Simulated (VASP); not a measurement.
Input of a VASP 6.6.1 run:

The input POSCAR:

```
BaZrO3                                  
1.0
    4.1893664085      0.0000000000      0.0000000000
    0.0000000000      4.1893664085      0.0000000000
    0.0000000000      0.0000000000      4.1893664085
  Ba              Zr              O             
     1     1     3
Direct
     0.0000000000000000    0.0000000000000000    0.0000000000000000
     0.5000000000000000    0.5000000000000000    0.5000000000000000
     0.0000000000000000    0.5000000000000000    0.5000000000000000
     0.5000000000000000    0.0000000000000000    0.5000000000000000
     0.5000000000000000    0.5000000000000000    0.0000000000000000
```

File INCAR.step1:

```
ALGO = Normal ; EDIFF = 1E-8
ENCUT = 520 ; GGA = PE
ISIF = 2 ; ISMEAR = 0
KPAR = 4 ; LASPH = T
LCHARG = F ; LEPSILON = T
LMAXMIX = 4 ; LREAL = F
LWAVE = F ; NELM = 80
PREC = Accurate ; SIGMA = 0.03
```

File KPOINTS.step1:

```
Automatic mesh
0
G
  6 6 6
  0 0 0
```

File INCAR.step2:

```
ALGO = Normal ; EDIFF = 1E-5
ENCUT = 520 ; GGA = PE
ISIF = 2 ; ISMEAR = 0
KPAR = 4 ; LASPH = T
LCHARG = F ; LMAXMIX = 4
LREAL = F ; LWAVE = T
NELM = 80 ; PREC = Accurate
SIGMA = 0.03
```

Contents of KPOINTS.step2:

```
k-points
0
Gamma
  4 4 4
```

Contents of INCAR.step3:

```
AEXX = 0.205 ; ALGO = Normal
EDIFF = 1E-6 ; ENCUT = 520
GGA = PE ; HFRCUT = -1
ISIF = 2 ; ISMEAR = 0
ISTART = 1 ; KPAR = 4
LASPH = T ; LCHARG = F
LHFCALC = T ; LMAXMIX = 4
LREAL = F ; LWAVE = F
NELM = 80 ; PREC = Accurate
PRECFOCK = Fast ; SIGMA = 0.03
```

File KPOINTS.step3:

```
k-points
0
Gamma
  4 4 4
```

KPOINTS_OPT

```
explicit points
4
Reciprocal
 0.0000000000  0.0000000000  0.0000000000 1
 0.5000000000  0.5000000000  0.0000000000 1
 0.5000000000  0.5000000000  0.5000000000 1
 0.0000000000  0.5000000000  0.0000000000 1
```

Potentials or basis: VASP PAW PBE potentials, release 64 (Ba_sv, Zr_sv, O).

Run with:

```sh
$ cat potpaw_PBE.64/Ba_sv/POTCAR potpaw_PBE.64/Zr_sv/POTCAR potpaw_PBE.64/O/POTCAR > POTCAR
$ cp INCAR.step1 INCAR
$ cp KPOINTS.step1 KPOINTS
$ mpirun -np 4 vasp_std > vasp.out
$ cp INCAR.step2 INCAR
$ cp KPOINTS.step2 KPOINTS
$ mpirun -np 4 vasp_std > vasp.out
$ cp INCAR.step3 INCAR
$ cp KPOINTS.step3 KPOINTS
$ mpirun -np 4 vasp_std > vasp.out
```

Q: Estimate the pressure.

A: 2.0 GPa.

Q: What does it give for the band gap along the path?

A: 5.01 eV, indirect (least direct gap 5.29 eV).

Q: What does it give for the band gap on the k mesh?

A: 5.01 eV, indirect (least direct gap 5.29 eV).

Caveat: the PAW data sets were made with another functional, which shifts forces and pressure a little; spin-orbit coupling is left out, which moves the levels of the heavy elements.
